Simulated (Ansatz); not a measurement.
This cell of Li2O (anti-fluorite) is off equilibrium:

```
CELL_PARAMETERS angstrom
      0.00000     4.62614     4.62614
      2.31307     2.31307     4.62614
      2.31307     2.31307     0.00000
ATOMIC_POSITIONS crystal
  O  0.00000 0.00000 0.00000
  O  0.50000 0.00000 0.00000
  Li 0.02162 0.22838 0.27162
  Li 0.47838 0.27162 0.22838
  Li 0.97838 0.77162 0.72838
  Li 0.52162 0.72838 0.77162
```

Level of theory: PBE (plane waves to 420 eV, PAW, scalar-relativistic; Ansatz, a quantum-chemistry and plane-wave program). k mesh 12×12×12 (Γ-centred), Fermi-Dirac smearing 0.05 eV. Stress and pressure are positive under compression. Li2O was relaxed with its symmetry unable to fall.

### Question
What forces act on the atoms (eV/Å, Cartesian)?

### Answer
```tsv
atom	Fx	Fy	Fz
O1	0.000	0.000	0.000
O2	0.000	0.000	0.000
Li3	0.000	-0.176	0.000
Li4	0.000	0.176	0.000
Li5	0.000	0.176	0.000
Li6	0.000	-0.176	0.000
```

### Question
What is the stress tensor (GPa)?

### Answer
```
   0.63     0.00     0.00
   0.00     0.52     0.00
   0.00     0.00     0.31
```
The pressure, a third of the trace, is 0.49 GPa.

(A displaced cell: forces are minus the slopes of the energy, force constants its curvatures, and phonons follow from these.)
